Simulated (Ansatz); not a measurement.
# Cu: the change of energy less free atoms and pressure with volume scale

All results are calculated (Ansatz 0.2.0). Periodic Kohn-Sham DFT of a crystal at fixed atoms, scaled to volume_scale times the given cell; pressure positive in compression, energy less spherical unpolarised free atoms, largest_vzz the field gradient of largest size among the nuclei.

The cell before it is scaled or strained (space group Fm-3m, No. 225):
```
cell vectors (Å)
   0.0000     1.8075     1.8075
   1.8075     0.0000     1.8075
   1.8075     1.8075     0.0000
atoms (fractions of the cell vectors)
Cu  0.00000  0.00000  0.00000
```

Settings of every row: method all-electron LAPW; functional PBE; relativity scalar; k mesh 19x19x19; filling fermi-dirac; smearing width 0.08 eV; basis error target 0.25 meV/atom; nucleus gaussian.

Atom start moment: 0 on all atoms.

| row | volume scale | V (Å³/atom) | energy less free atoms (eV/atom) | pressure (GPa) |
| --- | --- | --- | --- | --- |
| 1 | 0.94 | 11.102 | -3.7315 | 12.482 |
| 2 | 0.9405 | 11.108 | -3.732 | 12.375 |
| 3 | 0.96 | 11.338 | -3.7469 | 8.447 |
| 4 | 0.97 | 11.456 | -3.7524 | 6.604 |
| 5 | 0.98 | 11.574 | -3.7566 | 4.868 |
| 6 | 1 | 11.81 | -3.7614 | 1.691 |
| 7 | 1.01 | 11.929 | -3.7621 | 0.239 |
| 8 | 1.02 | 12.047 | -3.7618 | -1.128 |
| 9 | 1.03 | 12.165 | ? | ? |
| 10 | 1.04 | 12.283 | -3.7583 | -3.627 |
| 11 | 1.06 | 12.519 | -3.7512 | -5.843 |

Question: what energy less free atoms and pressure should row 9 give?

Worked fit of energy less free atoms. Take u = (V_r/V)^(2/3) − 1 with V_r = 11.692 Å³ an atom, which is twice the finite (Eulerian) strain; such expansions in the strain, on which the Birch-Murnaghan equation of state is built, carry the rest volume and the bulk modulus. The shown rows have u = 0.03512, 0.03475, 0.02071, 0.01369, 0.00679, -0.00667, -0.01329, -0.01974, -0.03234, -0.04454. Least squares give energy less free atoms = −3.7596 + 0.3547 × u + 12.452 × u² + 5.9 × u³ eV/atom; a parabola predicts inner rows, each left out in turn, worse (root mean square 0.0001 against 3.9e-05 eV/atom). The rows lie off it by 0.0000, 0.0000, 0.0000, 0.0000, 0.0000, 0.0000, 0.0000, 0.0000, -0.0001, 0.0000. Its lowest point lies at u = -0.0144, or V = 11.95 Å³ an atom, and the curvature there gives the bulk modulus at fixed shape and fractions, B = (4/9)(1 + u)² E″(u)/V = 141 GPa. The withheld row has u = -0.02609, so the fit gives −3.7596 + 0.3547 × (-0.02609) + 12.452 × (-0.02609)² + 5.9 × (-0.02609)³ = -3.7605 eV/atom.

The calculation gave -3.7605 eV/atom. The fit meets it to the printed digit.

Worked fit of pressure. Take u = (V_r/V)^(2/3) − 1 with V_r = 11.692 Å³ an atom, which is twice the finite (Eulerian) strain; such expansions in the strain, on which the Birch-Murnaghan equation of state is built, carry the rest volume and the bulk modulus. The shown rows have u = 0.03512, 0.03475, 0.02071, 0.01369, 0.00679, -0.00667, -0.01329, -0.01974, -0.03234, -0.04454. Least squares give pressure = 3.2339 + 235.572 × u + 756.76 × u² + 973 × u³ GPa; a parabola predicts inner rows, each left out in turn, worse (root mean square 0.016 against 0.0034 GPa). The rows lie off it by -0.001, 0.000, 0.001, 0.001, -0.001, -0.005, 0.004, 0.001, -0.001, 0.000 (root mean square 0.0022 GPa). The pressure vanishes at u = -0.0144, or V = 11.95 Å³ an atom, and there the bulk modulus at fixed shape and fractions is B = −V dP/dV = (2/3)(1 + u) dP/du = 141 GPa. The withheld row has u = -0.02609, so the fit gives 3.2339 + 235.572 × (-0.02609) + 756.76 × (-0.02609)² + 973 × (-0.02609)³ = -2.414 GPa.

The calculation gave -2.415 GPa. The fit lies 0.001 GPa (0.0055 % of the column's range) above it, one unit of the last digit.
